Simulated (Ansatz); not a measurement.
BaH2:

```
CELL_PARAMETERS angstrom
4.46203 0.00000 0.00000
-2.23101 3.86423 0.00000
0.00000 0.00000 6.05529
ATOMIC_POSITIONS crystal
Ba 0.33333 0.66667 0.25000
Ba 0.66667 0.33333 0.75000
H 0.00000 0.00000 0.00000
H 0.00000 0.00000 0.50000
H 0.66667 0.33333 0.25000
H 0.33333 0.66667 0.75000
```

The cell comes from a database or a generator and needn't be the stable form of this composition.

* Program: Ansatz 0.2.0
* Task: relaxation of cell and atoms
* Functional: PBEsol
* Dispersion: D4
* Potentials or basis: Ansatz PAW
* Cutoff: 420 eV (not typed: the program's choice for these potentials)
* k mesh: 7 × 7 × 5
* Occupations: fermi-dirac, width 0.05 eV
* Spin: no spin polarisation

At the start: volume 17.40 Å³/atom.

Where does the relaxation end?

It ends after 6 steps and the volume is 15.61 Å³/atom (-10.3 %); space group P6_3/mmc (No. 194, to 0.05 Å).

Step by step:
```csv
step,energy change (eV),largest force (eV/Å),volume (Å³)
1,0.0000,0.0000,104.41
2,-0.0829,0.0000,90.05
3,-0.1190,0.0000,94.49
4,-0.1205,0.0000,93.80
5,-0.1206,0.0000,93.67
6,-0.1173,0.0000,93.67
```

Final structure:
```cif
data_structure
_symmetry_space_group_name_H-M 'P 1'
_symmetry_Int_Tables_number 1
_cell_length_a 4.3498
_cell_length_b 4.3498
_cell_length_c 5.7168
_cell_angle_alpha 90.000
_cell_angle_beta 90.000
_cell_angle_gamma 120.000
_cell_volume 93.67
loop_
_atom_site_label
_atom_site_type_symbol
_atom_site_fract_x
_atom_site_fract_y
_atom_site_fract_z
_atom_site_occupancy
Ba1 Ba 0.33333 0.66667 0.25000 1
Ba2 Ba 0.66667 0.33333 0.75000 1
H1 H 0.00000 0.00000 0.00000 1
H2 H 0.00000 0.00000 0.50000 1
H3 H 0.66667 0.33333 0.25000 1
H4 H 0.33333 0.66667 0.75000 1
```

Caveat: the plane-wave basis is chosen anew once the cell has moved, so the energies of steps on either side of that aren't comparable; the PAW data sets come from PBE, with cores solved anew for the run's functional, which leaves a small shift of forces and pressure.
